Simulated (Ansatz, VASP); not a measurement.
**One calculation of ZrH4, two programs**

```
Zr H
1.0
     2.83858    0.00000    0.00000
     0.00000    3.03305    0.00000
     0.00000    0.00000    5.70907
Zr H
1 4
Direct
  0.00000 0.00000 0.00000
  0.50000 0.00000 0.73730
  0.50000 0.50000 0.17071
  0.50000 0.50000 0.82929
  0.50000 0.00000 0.26270
```

Change from the starting cell: ordered vacancies on the cation sites of aluminium diboride (Pmmm, No. 47).

Alike in both runs: task single point; functional PBE; k mesh 6 × 6 × 4; occupations gaussian, width 0.1 eV; collinear spin.

```csv
,VASP,Ansatz
version,VASP 6.6.1,Ansatz 0.2.0
potentials or method,"VASP PAW PBE potentials, release 64 (Zr_sv, H)","scalar-relativistic, plane waves, PAW"
plane-wave cutoff (eV),520,420
valence electrons in the cell,16,16
```

|  | VASP | Ansatz | Ansatz less VASP |
| --- | --- | --- | --- |
| gap on the k mesh at the Fermi level (eV) | none | none | - |
| pressure (GPa) | -0.1 | 0.0 | +0.09 |
| largest component of the traceless stress (GPa) | 0.10 | 0.12 | +0.015 |
| net moment per atom (μB) | 0.00 | 0.00 | 0.000 |

A gap of «none» marks a metal or a gap that the smearing closes. The functional is the same, so the differences come from potentials, cutoffs and numerics. Ansatz warned: «seeded_moment_not_kept».

Caveats: the k mesh is coarse (spacing up to 0.37 Å⁻¹), so the values aren't converged.
